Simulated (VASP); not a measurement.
MoP:

```
CELL_PARAMETERS angstrom
3.22300 0.00000 0.00000
-1.61150 2.79120 0.00000
0.00000 0.00000 3.19100
ATOMIC_POSITIONS crystal
Mo 0.00000 0.00000 0.00000
P 0.33333 0.66667 0.50000
```

```yaml
Program: VASP 6.6.1
Task: relaxation of cell and atoms
Functional: LDA
Potentials_or_basis: VASP PAW LDA potentials, release 64 (Mo_sv, P)
Cutoff: 600 eV
k_mesh: 15 × 15 × 11
Occupations: methfessel-paxton, width 0.1 eV
Spin: no spin polarisation
```

At the start: pressure -6.7 GPa; volume 14.35 Å³/atom.

**Question.** How do energy, volume and symmetry change on relaxing?

**Answer.** Over 8 steps the energy falls by 8.7 meV/atom and the volume is 13.95 Å³/atom (-2.8 %); space group P-6m2 (No. 187, to 0.05 Å).

Step by step:
| step | energy change (eV) | largest force (eV/Å) | pressure (GPa) | volume (Å³) |
| --- | --- | --- | --- | --- |
| 1 | 0.0000 | 0.0000 | -6.71 | 28.71 |
| 2 | 0.0699 | 0.0000 | 17.52 | 26.28 |
| 3 | -0.0174 | 0.0000 | -0.19 | 27.93 |
| 4 | -0.0174 | 0.0000 | -0.06 | 27.92 |
| 5 | -0.0174 | 0.0000 | 0.08 | 27.90 |
| 6 | -0.0174 | 0.0000 | -0.18 | 27.92 |
| 7 | -0.0174 | 0.0000 | -0.10 | 27.92 |
| 8 | -0.0174 | 0.0000 | 0.07 | 27.90 |

Final structure:
```xyz
2
Lattice="3.1939 0.0000 0.0000 -1.5969 2.7660 0.0000 0.0000 0.0000 3.1577" Properties=species:S:1:pos:R:3 pbc="T T T"
Mo   -1.5969    2.7660    3.1577
P     0.0000    1.8440    1.5788
```
